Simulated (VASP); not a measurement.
# BaTe (Fm-3m) in VASP: a series of runs

Runs on BaTe. Level: PBEsol. Tasks: single point.

Everything below comes from runs of VASP 6.6.1. Logs are shortened: lines on timing, memory, paths and dates and some standing lists are left out, and cuts for length are marked.

## 1. The structure

It takes space group Fm-3m (No. 225, cubic). Conventional cell: a = 6.989 Å, b = 6.989 Å, c = 6.989 Å, α = 90.00°, β = 90.00°, γ = 90.00°. Ba (site symmetry m-3m) has 6 Te at 3.49 Å as nearest neighbours. Around Te (site symmetry m-3m) lie 6 Ba at 3.49 Å.

## 2. Single point, PBEsol

Input file INCAR:

```
SYSTEM = BaTe
ALGO = Normal
EDIFF = 1E-6
ENCUT = 520
GGA = PS
ISIF = 2
ISMEAR = -1
LASPH = .True.
LCHARG = .False.
LREAL = .False.
LWAVE = .False.
NBANDS = 15
NELM = 100
PREC = Accurate
SIGMA = 0.1
```

Input file KPOINTS:

```
k-points
0
Gamma
  5 5 5
  0 0 0
```

Input file POSCAR:

```
BaTe
1.0
    0.0000000000      3.4943970000      3.4943970000
    3.4943970000      0.0000000000      3.4943970000
    3.4943970000      3.4943970000      0.0000000000
Ba Te
1 1
Direct
    0.0000000000      0.0000000000      0.0000000000
    0.5000000000      0.5000000000      0.5000000000
```

Potentials or basis: VASP PAW PBE potentials, release 64 (Ba_sv, Te).

On the command line:

```console
$ cat potpaw_PBE.64/Ba_sv/POTCAR potpaw_PBE.64/Te/POTCAR > POTCAR
$ mpirun -np 1 vasp_std > vasp.out
```

OUTCAR:

```text
SYSTEM = BaTe
   EDIFF = 1E-6
   ENCUT = 520
   GGA = PS
   ISIF = 2
   ISMEAR = -1
   LASPH = .True.
   LREAL = .False.
   NELM = 100
   PREC = Accurate

 ion  position               nearest neighbor table
   1  0.000  0.000  0.000-   2 3.49   2 3.49   2 3.49   2 3.49   2 3.49   2 3.49
   2  0.500  0.500  0.500-   1 3.49   1 3.49   1 3.49   1 3.49   1 3.49   1 3.49

  LATTYP: Found a face centered cubic cell.
 ALAT       =     6.9887940000

  Lattice vectors:

 A1 = (   0.0000000000,   3.4943970000,   3.4943970000)
 A2 = (   3.4943970000,   0.0000000000,   3.4943970000)
 A3 = (   3.4943970000,   3.4943970000,   0.0000000000)

Analysis of symmetry for initial positions (statically):
=====================================================================
 Subroutine PRICEL returns:
 Original cell was already a primitive cell.

 Routine SETGRP: Setting up the symmetry group for a
 face centered cubic supercell.

 Subroutine GETGRP returns: Found 48 space group operations
 (whereof 48 operations were pure point group operations)
 out of a pool of 48 trial point group operations.

The static configuration has the point symmetry O_h .

Analysis of symmetry for dynamics (positions and initial velocities):
=====================================================================
 Subroutine PRICEL returns:
 Original cell was already a primitive cell.

 Routine SETGRP: Setting up the symmetry group for a
 face centered cubic supercell.

 Subroutine GETGRP returns: Found 48 space group operations
 (whereof 48 operations were pure point group operations)
 out of a pool of 48 trial point group operations.

The dynamic configuration has the point symmetry O_h .

 Subroutine INISYM returns: Found 48 space group operations
 (whereof 48 operations are pure point group operations),
 and found     1 'primitive' translations

----------------------------------------------------------------------------------------

                                     Primitive cell

  volume of cell :      85.3388

  direct lattice vectors                    reciprocal lattice vectors
     0.000000000  3.494397000  3.494397000    -0.143086203  0.143086203  0.143086203
     3.494397000  0.000000000  3.494397000     0.143086203 -0.143086203  0.143086203
     3.494397000  3.494397000  0.000000000     0.143086203  0.143086203 -0.143086203

  length of vectors
     4.941823630  4.941823630  4.941823630     0.247832574  0.247832574  0.247832574

  position of ions in fractional coordinates (direct lattice)
     0.000000000  0.000000000  0.000000000
     0.500000000  0.500000000  0.500000000

  ion indices of the primitive-cell ions
   primitive index   ion index
                 1           1
                 2           2

----------------------------------------------------------------------------------------

 KPOINTS: k-points

Automatic generation of k-mesh.
 Grid dimensions read from file:
 generate k-points for:    5    5    5

 Generating k-lattice:

  Cartesian coordinates                     Fractional coordinates (reciprocal lattice)
    -0.028617241  0.028617241  0.028617241     0.200000000  0.000000000  0.000000000
     0.028617241 -0.028617241  0.028617241     0.000000000  0.200000000  0.000000000
     0.028617241  0.028617241 -0.028617241     0.000000000  0.000000000  0.200000000

  Length of vectors
     0.049566515  0.049566515  0.049566515

  Shift w.r.t. Gamma in fractional coordinates (k-lattice)
     0.000000000  0.000000000  0.000000000

 Subroutine IBZKPT returns following result:
 ===========================================

 Found     10 irreducible k-points:

 Following reciprocal coordinates:
            Coordinates               Weight
  0.000000  0.000000  0.000000      1.000000
  0.200000  0.000000  0.000000      8.000000
  0.400000  0.000000  0.000000      8.000000
  0.200000  0.200000  0.000000      6.000000
  0.400000  0.200000  0.000000     24.000000
 -0.400000  0.200000  0.000000     24.000000
 -0.200000  0.200000  0.000000     12.000000
  0.400000  0.400000  0.000000      6.000000
 -0.400000  0.400000  0.000000     12.000000
 -0.400000  0.400000  0.200000     24.000000
   k-points           NKPTS =     10   k-points in BZ     NKDIM =     10   number of bands    NBANDS=     15
   number of dos      NEDOS =    301   number of ions     NIONS =      2
   total plane-waves  NPLWV =  64000
   dimension x,y,z NGX =    40 NGY =   40 NGZ =   40
   dimension x,y,z NGXF=    80 NGYF=   80 NGZF=   80
   ions per type =               1   1
   NGX,Y,Z   is equivalent  to a cutoff of  13.46, 13.46, 13.46 a.u.
   NGXF,Y,Z  is equivalent  to a cutoff of  26.91, 26.91, 26.91 a.u.
 SYSTEM =  BaTe
   PREC   = accura    normal or accurate (medium, high low for compatibility)
   ISTART =      0    job   : 0-new  1-cont  2-samecut
   ICHARG =      2    charge: 1-file 2-atom 10-const
   ISPIN  =      1    spin polarized calculation?
   LNONCOLLINEAR =      F non collinear calculations
   LSORBIT =      F    spin-orbit coupling
   LASPH  =      T    aspherical Exc in radial PAW
   ENCUT  =  520.0 eV  38.22 Ry    6.18 a.u.   9.19  9.19  9.19*2*pi/ulx,y,z
   NELM   =    100;   NELMIN=  2; NELMDL= -5     # of ELM steps
   EDIFF  = 0.1E-05   stopping-criterion for ELM
   LREAL  =      F    real-space projection
   EDIFFG = 0.1E-04   stopping-criterion for IOM
   NSW    =      0    number of steps for IOM
   IBRION =     -1    ionic relax: 0-MD 1-quasi-New 2-CG
   NFREE  =      0    steps in history (QN), initial steepest desc. (CG)
   ISIF   =      2    stress and relaxation
   ISYM   =      2    0-nonsym 1-usesym 2-fastsym
   POTIM  = 0.5000    time-step for ionic-motion
   TEBEG  =    0.0;   TEEND  =   0.0 temperature during run
   PSTRESS=    0.0 pullay stress
   NELECT =      16.0000    total number of electrons
   NUPDOWN=      -1.0000    fix difference up-down
   EMIN   =  10.00;   EMAX   =-10.00  energy-range for DOS
   EFERMI =   0.00;   METHOD = LEGACY
   ISMEAR =    -1;   SIGMA  =   0.10  broadening in eV -4-tet -1-fermi 0-gaus
   EFERMI_NEDOS =   21; number of points for ismear=-14 and -15
   IALGO  =     38    algorithm
   IMIX   =      4    mixing-type and parameters
     AMIX     =   0.40;   BMIX     =  1.00
     AMIX_MAG =   1.60;   BMIX_MAG =  1.00
  volume/ion in A,a.u.               =      42.67       287.95
  Fermi-wavevector in a.u.,A,eV,Ry     =   0.936985  1.770645 11.945108  0.877941
  Thomas-Fermi vector in A             =   2.064050
   LORBIT       =      0    0 simple, 1 ext, 2 COOP (PROOUT), +10 PAW based schemes
   GGA     = PS    functional components
   LHFCALC =     F    Hartree Fock is set to
   AEXX    =    0.0000 exact exchange contribution
   IVDW    =     0    specifies the selected vdW correction
   LEPSILON=     F    determine dielectric tensor
   LRPA    =     F    only Hartree local field effects (RPA)
 non-spin polarized calculation
  energy-cutoff  :      520.00
  volume of cell :       85.34
 maximum number of plane-waves:      2313
 NGX is ok and might be reduce to    40
   NGX = 19   NGY = 19   NGZ = 19

 number of electron      15.9999999 magnetization

 Free energy of the ion-electron system (eV)
  ---------------------------------------------------
  ext. energy  EPLUGINS =         0.00000000
  ---------------------------------------------------
  free energy    TOTEN  =        -9.18889592 eV

  energy without entropy =       -9.18881885  energy(sigma->0) =       -9.18885739

 E-fermi :   2.9264     XC(G=0):  -8.4290

 val. band max:        2.1862149946   @ k =   0.0000   0.0000   0.0000
 cond. band min:       3.6992211649   @ k =   0.4000   0.4000   0.0000
 fundamental gap:      1.5130061704
 Fermi energy:         2.9263763113

 k-point     1 :       0.0000    0.0000    0.0000
  band No.  band energies     occupation
      1     -24.7862      2.00000
      2      -9.9250      2.00000
      3      -9.9250      2.00000
      4      -9.9250      2.00000
      5      -7.4032      2.00000
      6       2.1862      1.99878
      7       2.1862      1.99878
      8       2.1862      1.99878
      9       4.9566      0.00000
     10       5.0463      0.00000
     11       5.0463      0.00000
     12       5.0463      0.00000
     13       5.6967      0.00000
     14       5.6967      0.00000
     15       9.0208      0.00000

 k-point     2 :       0.2000    0.0000    0.0000
  band No.  band energies     occupation
      1     -24.7814      2.00000
      2     -10.0996      2.00000
      3      -9.9293      2.00000
      4      -9.9293      2.00000
      5      -7.1259      2.00000
      6       1.1141      2.00000
      7       1.6749      1.99999
      8       1.6749      1.99999
      9       5.1146      0.00000
     10       5.5266      0.00000
     11       5.5266      0.00000
     12       6.4256      0.00000
     13       6.7628      0.00000
     14       6.7628      0.00000
     15      10.1568      0.00000

 k-point     3 :       0.4000    0.0000    0.0000
  band No.  band energies     occupation
      1     -24.7736      2.00000
      2     -10.3334      2.00000
      3      -9.9361      2.00000
      4      -9.9361      2.00000
      5      -6.7079      2.00000
      6       0.0414      2.00000
      7       1.1116      2.00000
      8       1.1116      2.00000
      9       5.8252      0.00000
     10       6.6802      0.00000
     11       6.6802      0.00000
     12       7.3435      0.00000
     13       8.7697      0.00000
     14       8.7697      0.00000
     15       9.9846      0.00000
[... 91 lines left out ...]
 k-point     9 :      -0.4000    0.4000    0.0000
  band No.  band energies     occupation
      1     -24.7679      2.00000
      2     -10.1199      2.00000
      3     -10.1024      2.00000
      4      -9.9939      2.00000
      5      -7.0486      2.00000
      6       1.0720      2.00000
      7       1.1144      2.00000
      8       1.5084      2.00000
      9       4.3439      0.00000
     10       7.3857      0.00000
     11       7.3974      0.00000
     12       7.4581      0.00000
     13       7.5286      0.00000
     14       7.7209      0.00000
     15       9.9756      0.00000

 k-point    10 :      -0.4000    0.4000    0.2000
  band No.  band energies     occupation
      1     -24.7689      2.00000
      2     -10.1789      2.00000
      3     -10.0486      2.00000
      4     -10.0050      2.00000
      5      -6.9418      2.00000
      6       0.6739      2.00000
      7       1.1743      2.00000
      8       1.3408      2.00000
      9       5.1081      0.00000
     10       6.3639      0.00000
     11       6.8468      0.00000
     12       7.6823      0.00000
     13       7.9134      0.00000
     14       9.0540      0.00000
     15      10.1381      0.00000

------------------------ aborting loop because EDIFF is reached ----------------------------------------

  FORCE on cell =-STRESS in cart. coord.  units (eV):
  Direction    XX          YY          ZZ          XY          YZ          ZX
  --------------------------------------------------------------------------------------
  -------------------------------------------------------------------------------------
  Total       -0.1313351     -0.1313351     -0.1313351     -0.0000000     -0.0000000      0.0000000
  in kB       -2.4657256     -2.4657256     -2.4657256     -0.0000000     -0.0000000      0.0000000
  external PRESSURE =      -2.4657256 kB  Pullay stress =       0.0000000 kB

 VOLUME and BASIS-vectors are now :
 -----------------------------------------------------------------------------
  energy-cutoff  :      520.00
  volume of cell :       85.34
      direct lattice vectors                 reciprocal lattice vectors
     0.000000000  3.494397000  3.494397000    -0.143086203  0.143086203  0.143086203
     3.494397000  0.000000000  3.494397000     0.143086203 -0.143086203  0.143086203
     3.494397000  3.494397000  0.000000000     0.143086203  0.143086203 -0.143086203

 POSITION                                       TOTAL-FORCE (eV/Angst)
 -----------------------------------------------------------------------------------
      0.00000      0.00000      0.00000         0.000000      0.000000      0.000000
      3.49440      3.49440      3.49440         0.000000     -0.000000      0.000000
 -----------------------------------------------------------------------------------
    total drift:                                0.000000     -0.000000     -0.000000

  FREE ENERGIE OF THE ION-ELECTRON SYSTEM (eV)
  ---------------------------------------------------
  free  energy   TOTEN  =        -9.1888959220 eV

  energy  without entropy=       -9.1888188533  energy(sigma->0) =       -9.18885739
```

Wall time 19 s (1 thread of Intel Xeon Platinum 8488C (Sapphire Rapids), shared host); peak memory 0.23 GiB.

What came out:

- Free energy: -9.1889 eV
- Pressure: -0.2 GPa
- Band gap on the k mesh: 1.51 eV, indirect (least direct gap 1.90 eV)

Levels at points of the mesh, in eV from the valence-band top:
```
           k point  band 6  band 7  band 8  band 9  band 10  band 11
(0.00, 0.00, 0.00)    0.00    0.00    0.00    2.77     2.86     2.86
```

Caveat: the PAW data sets were made with another functional, which shifts forces and pressure a little; spin-orbit coupling is left out, which moves the levels of the heavy elements; an odd mesh through Γ misses points on the zone boundary, where band edges often lie. PBEsol gaps usually lie below the measured ones, often by a third to a half.

[end of part 1 of 2]
